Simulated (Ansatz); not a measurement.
**Property card for ZnO**

Method: Ansatz, DFT PBE, scalar-relativistic, plane waves, PAW.

Settings: cutoff 420 eV, Γ-centred mesh 12×12×4 on the computed 8-atom cell, Gaussian smearing of 0.02 eV; no spin polarisation.

The structure is relaxed at this level of theory with its symmetry kept, and needn't be the ground state of this composition.

Space group P6_3mc (No. 186), hexagonal, a = 3.272 Å, c = 10.630 Å. Zn on its first site has 4 O at 2.00 Å; Zn on its second site is surrounded by 4 O at 2.00–2.01 Å; O on its first site has 4 Zn at 2.00 Å; O on its second site is surrounded by 4 Zn at 2.00–2.01 Å.

| Item | Value |
| --- | --- |
| Volume per atom | 12.32 Å³ |
| Formation energy from the elements' standard states (uncorrected) | -1.420 eV/atom |
| Kohn–Sham band gap | 0.69 eV, direct at Γ |
| Orbital (Löwdin) character of the top 1 eV of the valence band | O 2p 75 %, Zn 3d 23 % |
| Orbital (Löwdin) character of the lowest 1 eV of the conduction band | Zn 4s 55 %, O 2p 22 %, O 2s 19 % |
| Electron masses at the edge by direction of the standard setting (m_e; one valley, along these axes only; no spin-orbit coupling) | x: 0.13; y: 0.13; z: 0.13 |
| Hole masses at the edge by direction of the standard setting (m_e; one valley, along these axes only; no spin-orbit coupling) | x: 2.7, 0.14; y: 2.8, 0.14; z: 2.9, 2.9 |
| Bader charge by site (e) | Zn (2 in the cell) 1.21, Zn (2 in the cell) 1.21, O (2 in the cell) -1.21, O (2 in the cell) -1.21 |

The cell was found from a structure generator's guess, not taken from experiment. Kohn–Sham gaps at this level usually fall short of measured ones. Löwdin shares on free-atom orbitals overweight diffuse shells in the empty bands.
